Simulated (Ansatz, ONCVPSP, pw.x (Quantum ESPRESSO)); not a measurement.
## pw.x on fcc W: one setting changed

Potential: optimised norm-conserving Vanderbilt (ONCV), ONCVPSP 4.0.1.1 (patched build), PBE; core [Kr] 4d10 4f14, reference 5s2 5p6 5d4 6s2; waves: 5s+6s: rc 1.80 bohr, ncon 4, nbas 7, qcut 7.4 1/bohr, 2 projectors; 5p: rc 1.44 bohr, ncon 4, nbas 9, qcut 10.4 1/bohr, 2 projectors, debl 2 Ha; 5d: rc 2.20 bohr, ncon 4, nbas 9, qcut 6 1/bohr, 2 projectors, debl 3.4 Ha; local part: polynomial inside 0.98 bohr (lpopt 5, dvloc0 4 Ha); core correction: none.

The reference run (k-mesh 14³, cutoffs 95/380 Ry, Fermi–Dirac 0.01 Ry, mixing_beta 0.4, conv_thr 1e-9, no spin) gives -3.43 GPa at 16.478 Å³/atom, where all-electron LAPW gives -0.06 GPa. This run, with its own iteration cap, changes ecutrho/ecutwfc to 2.

```
&control
  calculation='scf', prefix='x', pseudo_dir='./', outdir='./tmp', tstress=.true., disk_io='none'
/
&system
  ibrav=0, nat=1, ntyp=1, ecutwfc=95, ecutrho=190, nbnd=15,
  occupations='smearing', smearing='fd', degauss=0.01
/
&electrons
  conv_thr=1e-09, mixing_beta=0.4, electron_maxstep=60
/
ATOMIC_SPECIES
W 1.0 W.UPF
CELL_PARAMETERS angstrom
  0.00000000 2.01972156 2.01972156
  2.01972156 0.00000000 2.01972156
  2.01972156 2.01972156 0.00000000
ATOMIC_POSITIONS crystal
W 0.0000 0.0000 0.0000
K_POINTS automatic
14 14 14 0 0 0
```

```bash
pw.x < W.scf.in > W.scf.out
```

Task: How does the run end?

Result: It converges in 9 iterations; the free energy moves by +1.6 meV/atom and the pressure by -0.15 GPa. Below 4 the density is truncated and F is no longer variational, so a small shift in one case is no licence.

```
Message from routine set_cutoff:
     ecutrho < 4*ecutwfc, are you sure?
     Message from routine setup:
     using ibrav=0 with symmetry is DISCOURAGED, use correct ibrav instead
     lattice parameter (alat)  =       5.3977  a.u.
     unit-cell volume          =     111.1991 (a.u.)^3
     number of electrons       =        14.00
     number of Kohn-Sham states=           15
     kinetic-energy cutoff     =      95.0000  Ry
     charge density cutoff     =     190.0000  Ry
     scf convergence threshold =      1.0E-09
     Exchange-correlation= PBE
     number of k points=   104  Fermi-Dirac smearing, width (Ry)=  0.0100
     iteration #  1     ecut=    95.00 Ry     beta= 0.40
     total energy              =    -136.52618228 Ry
     estimated scf accuracy    <       0.03814301 Ry
     iteration #  2     ecut=    95.00 Ry     beta= 0.40
     total energy              =    -136.52685351 Ry
     estimated scf accuracy    <       0.00563318 Ry
     iteration #  3     ecut=    95.00 Ry     beta= 0.40
     total energy              =    -136.52759799 Ry
     estimated scf accuracy    <       0.00031547 Ry
     [... 3 iterations left out ...]
     iteration #  7     ecut=    95.00 Ry     beta= 0.40
     total energy              =    -136.52762471 Ry
     estimated scf accuracy    <          2.6E-09 Ry
     iteration #  8     ecut=    95.00 Ry     beta= 0.40
     total energy              =    -136.52762472 Ry
     estimated scf accuracy    <          2.5E-09 Ry
     iteration #  9     ecut=    95.00 Ry     beta= 0.40
     the Fermi energy is    21.1354 ev
!    total energy              =    -136.52762471 Ry
     estimated scf accuracy    <          2.5E-10 Ry
     smearing contrib. (-TS)   =      -0.00527899 Ry
     The total energy is F=E-TS. E is the sum of the following terms:
     one-electron contribution =     -19.99655936 Ry
     hartree contribution      =      16.48248793 Ry
     xc contribution           =     -15.28509491 Ry
     ewald contribution        =    -117.72317938 Ry
     convergence has been achieved in   9 iterations
          total   stress  (Ry/bohr**3)                   (kbar)     P=      -35.76
     Message from routine punch:
     Nothing written, as per user request (disk_io='none')
```

The run took about 34 s on one core of a shared host (Neoverse-N1, 64 threads, 124 GiB, load 45).
